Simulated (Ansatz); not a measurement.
**V: strong compression**

Aim: compress V (omega type) step by step, far beyond the usual range, and follow pressure and electronic structure. Methods of the runs shown: PAW. Its runs: cell relaxed at zero pressure (PAW); volume scaled by 1 (PAW); shape and atoms relaxed at 0.76 of the volume (PAW); volume scaled by 0.76 (PAW); shape and atoms relaxed at 0.6 of the volume (PAW); volume scaled by 0.6 (PAW); shape and atoms relaxed at 0.52 of the volume (PAW); volume scaled by 0.52 (PAW); shape and atoms relaxed at 0.45 of the volume (PAW); volume scaled by 0.45 (PAW and PAW (partial_waves polarizable)).

Program: Ansatz 0.2.0. Level of theory: DFT, PBE, PAW with Ansatz's default frozen-core files, scalar-relativistic. These are calculated values, not measurements.

### 1 The starting structure

Symmetry: P6/mmm, No. 191, hexagonal system. The conventional cell has a = 4.223 Å, b = 4.223 Å, c = 2.618 Å, α = 90.00°, β = 90.00°, γ = 120.00°. Around V (site symmetry 6/mmm) lie 14 V at 2.62 to 2.77 Å. V (site symmetry -6m2) is surrounded by 11 V at 2.44 to 2.77 Å.

Structure file:

```cif
data_structure
_symmetry_space_group_name_H-M 'P 1'
_symmetry_Int_Tables_number 1
_cell_length_a 4.2229
_cell_length_b 4.2229
_cell_length_c 2.6182
_cell_angle_alpha 90.000
_cell_angle_beta 90.000
_cell_angle_gamma 120.000
_cell_volume 40.43
loop_
_atom_site_label
_atom_site_type_symbol
_atom_site_fract_x
_atom_site_fract_y
_atom_site_fract_z
_atom_site_occupancy
V1 V 0.00000 0.00000 0.00000 1
V2 V 0.33333 0.66667 0.50000 1
V3 V 0.66667 0.33333 0.50000 1
```

Whether this phase is the stable one at these pressures isn't tested.

Atoms are numbered in the order of the input: V1, V2, V3.

### 2 Cell relaxed at zero pressure, PAW

The input, input.yaml:

```yaml
crystal:
  lattice:
    - [4.2228740502, 0.0, 0.0]
    - [-2.1114370251, 3.6571162045, 0.0]
    - [0.0, 0.0, 2.6181819111]
  atoms:
    - { symbol: V, position: [0.0, 0.0, 0.0] }
    - { symbol: V, position: [0.3333333333, 0.6666666667, 0.5] }
    - { symbol: V, position: [0.6666666667, 0.3333333333, 0.5] }
kpoints:
  mp_grid: { grid: [8, 8, 12] }
scf:
  occupations: { method: fermi_dirac, width: 0.08 }
hamiltonian:
  xc: pbe
  pseudopotentials: { kind: paw }
output:
  forces: true
  stress: true
relax:
  f_tol: 0.005
  max_steps: 40
  cell: {}
```

On the command line:

```console
> ansatz run input.yaml --threads 1 --pin off --max-ram 3072MiB --backend cpu --events-out ev --progress --plain --runs-dir out
```

Further steps of the session: Volume scaled by 1, PAW; Shape and atoms relaxed at 0.76 of the volume, PAW; Volume scaled by 0.76, PAW; Shape and atoms relaxed at 0.6 of the volume, PAW; Volume scaled by 0.6, PAW; Shape and atoms relaxed at 0.52 of the volume, PAW; Volume scaled by 0.52, PAW; Shape and atoms relaxed at 0.45 of the volume, PAW; Volume scaled by 0.45, PAW; Volume scaled by 0.45, PAW (partial_waves polarizable).

**Question.** What will these runs give? Wanted: PAW pressure at 0.45 of the volume; PAW; fitted bulk modulus at zero pressure.

As calculated:

```
                                                      quantity      value
                            PAW pressure at 0.45 of the volume  578.0 GPa
PAW (partial_waves polarizable) pressure at 0.45 of the volume  578.0 GPa
                    fitted bulk modulus at zero pressure (PAW)    180 GPa
                                       its pressure derivative       3.64
```

By PAW the pressure climbs to 578 GPa at 0.45 of the first volume. A third-order Birch-Murnaghan curve fits the range only roughly (B₀ = 180 GPa, B′ = 3.64, misfit at most 2.57 GPa). A fit over so wide a range leans to the high pressures, so B₀ can be off by several per cent. No all-electron run checks these rows here, and frozen cores can fail under such compression. The ions are at rest, and the electrons smeared by 0.08 eV.
